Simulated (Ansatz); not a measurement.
**Equation of state of C from a dense series**

```xyz
2
Lattice="1.2280 0.7090 3.3470 -1.2280 0.7090 3.3470 0.0000 -1.4180 3.3470" Properties=species:S:1:pos:R:3 pbc="T T T"
C     0.0000    0.0000    1.6467
C     0.0000    0.0000    8.3943
```

Atoms are numbered in the order listed.

The cell is COD entry 1200018, as deposited and not checked against the literature; nothing was relaxed. It is an old determination, and later ones may differ.

Computed with DFT, PBEsol, all-electron LAPW, scalar-relativistic in Ansatz 0.2.0.

Sampling and basis: a Γ-centred 17×17×17 k mesh, Fermi–Dirac smearing of 0.03 eV, basis error target 0.5 meV/atom, no spin polarisation.

The cell is scaled evenly. Fractional coordinates are held (clamped ions).

```tsv
V (Å³/atom)	P (GPa)
8.218	20.81
8.393	13.64
8.568	7.09
8.655	4.03
8.742	1.11
8.830	-1.68
8.917	-4.34
9.267	-13.88
```

Question: Fit a third-order Birch–Murnaghan curve to the pressures.

Answer: P = (3B0/2)(y^(7/2) − y^(5/2))[1 + (3/4)(B0′ − 4)(y − 1)] with y = (V0/V)^(2/3) fits within 0.01 GPa for V0 = 8.777 Å³/atom, B0 = 281.4 GPa and B0′ = 3.56.

Question: Predict the pressure at the withheld volume, 9.092 Å³/atom.

Answer: There y = 0.9767, so the fit gives -9.33 GPa; the run gave -9.33 GPa.
